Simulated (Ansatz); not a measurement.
# ZrS in Ansatz: the effect of functional

Crystal: ZrS.

```
Zr S
1.0
     0.00000    2.62500    2.62500
     2.62500    0.00000    2.62500
     2.62500    2.62500    0.00000
Zr S
1 1
Direct
  0.00000 0.00000 0.00000
  0.50000 0.50000 0.50000
```

Alike in all runs:

* Program: Ansatz 0.2.0
* Task: single point
* Potentials or basis: all-electron PAW datasets made for the crystal
* k mesh: 6 × 6 × 6
* Occupations: fermi-dirac, width 0.05 eV
* Spin: no spin polarisation

```tsv
functional	cutoff	pressure (GPa)
PBEsol	240 eV (chosen from the basis error)	?
HSE06	270 eV (chosen from the basis error)	-4.4
PBE0	270 eV (chosen from the basis error)	-4.6
```

What does the run with functional PBEsol give?

Pressure -6.1 GPa.

Caveats: the k mesh is thin for a metal, which can move the energy by tens of meV per atom.
